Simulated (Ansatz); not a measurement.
CaO and the effect of the share of exact exchange

```yaml
crystal:
  lattice:
    - [0.00000, 2.40356, 2.40356]
    - [2.40356, 0.00000, 2.40356]
    - [2.40356, 2.40356, 0.00000]
  atoms:
    - { symbol: Ca, position: [0.00000, 0.00000, 0.00000] }
    - { symbol: O, position: [0.50000, 0.50000, 0.50000] }
```

The cell is a database's computed one, not the measured one.

Kept alike: task single point; k mesh 6 × 6 × 6; occupations fermi-dirac, width 0.05 eV; no spin polarisation. Program: Ansatz, Ansatz PAW, cutoff 420 eV. The mesh is that of the run's cell of 2 atoms. No spin-orbit coupling.

```tsv
share of exact exchange, α	band gap (eV)	pressure (GPa)
0	3.655	1.61
0.1	?	?
0.15	5.079	0.21
0.25	6.055	-0.72
0.35	7.048	-1.63
0.5	8.564	-3.02
```

Pressure is positive in compression, with a Pulay correction for the finite cutoff. A gap read on the mesh alone can miss an edge between its points. All rows use potentials made for PBE. The mesh is thin for exact exchange.

**Question.** Fit the rows shown and predict the run at 0.1.

**Answer.** A least-squares line through the rows shown is band gap = 9.8217 α + 3.6248 (largest miss 0.0302); at α = 0.1 it gives 4.607 eV. A least-squares line through the rows shown is pressure = -9.252 α + 1.603 (largest miss 0.010); at α = 0.1 it gives 0.68 GPa. The run gave: band gap 4.599 eV; pressure 0.67 GPa.
